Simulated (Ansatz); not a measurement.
## Li2S: the change of pressure and formation energy with volume per atom

Plane-wave density functional theory, PAW datasets, Gaussian smearing 0.05 eV: one cell in which all forces lie under 0.002 eV/angstrom; stress (xx yy zz yz xz xy) and pressure positive in compression; site moments are of spin alone; formation energy from the elements run alike, uncorrected. The results are calculated, by Ansatz 0.2.0.

Cell of the first row (space group Fm-3m, No. 225):
```
CELL_PARAMETERS angstrom
0.00000 2.81430 2.81430
2.81430 0.00000 2.81430
2.81430 2.81430 0.00000
ATOMIC_POSITIONS crystal
Li 0.25000 0.25000 0.25000
Li 0.75000 0.75000 0.75000
S 0.00000 0.00000 0.00000
```

Settings of every row: paw set soft_2; functional PBE; spin treatment none; moment partition spheres; spin axis none; wave cutoff 420 eV; k mesh 10x10x10; SCF start atoms; lower state search light; symmetry use detected.

Atom first moment, atom hubbard u: 0 on all atoms.

```csv
row,volume per atom (Å³),pressure (GPa),formation energy (eV per atom),energy above relaxed cell (meV per atom)
1,14.86,1.796,-1.3547,3.36
2,15.17,0.853,-1.3572,0.81
3,15.479,-0.001,-1.358,0
4,15.59,?,?,?
5,15.653,-0.444,-1.3578,0.24
6,15.789,-0.776,-1.3573,0.76
7,16.099,-1.480,-1.3551,2.95
```

Question: what pressure and formation energy should row 4 give?

Worked fit of pressure. Take u = (V_r/V)^(2/3) − 1 with V_r = 15.566 Å³ an atom, which is twice the finite (Eulerian) strain; such expansions in the strain, on which the Birch-Murnaghan equation of state is built, carry the rest volume and the bulk modulus. The shown rows have u = 0.03143, 0.01733, 0.00374, -0.00371, -0.00944, -0.0222. Least squares give pressure = −0.2255 + 59.728 × u + 145.7 × u² GPa; a straight line predicts inner rows, each left out in turn, worse (root mean square 0.04 against 0.0011 GPa). The rows lie off it by 0.000, 0.000, -0.001, 0.001, 0.000, 0.000. The pressure vanishes at u = 0.0037, or V = 15.48 Å³ an atom, and there the bulk modulus at fixed shape and fractions is B = −V dP/dV = (2/3)(1 + u) dP/du = 40.7 GPa. The withheld row has u = -0.00103, so the fit gives −0.2255 + 59.728 × (-0.00103) + 145.7 × (-0.00103)² = -0.287 GPa.

The calculation gave -0.287 GPa. The fit meets it to the printed digit.

Worked fit of formation energy. Take u = (V_r/V)^(2/3) − 1 with V_r = 15.566 Å³ an atom, which is twice the finite (Eulerian) strain; such expansions in the strain, on which the Birch-Murnaghan equation of state is built, carry the rest volume and the bulk modulus. The shown rows have u = 0.03143, 0.01733, 0.00374, -0.00371, -0.00944, -0.0222. Least squares give formation energy = −1.35796 − 0.032 × u + 4.33 × u² eV per atom; a straight line predicts inner rows, each left out in turn, worse (root mean square 0.0012 against 3e-05 eV per atom). All shown rows lie on it to the printed digit. The withheld row has u = -0.00103, so the fit gives −1.35796 − 0.032 × (-0.00103) + 4.33 × (-0.00103)² = -1.3579 eV per atom.

The calculation gave -1.3579 eV per atom. The fit meets it to the printed digit.

The other values of row 4: energy above relaxed cell 0.1 meV per atom.
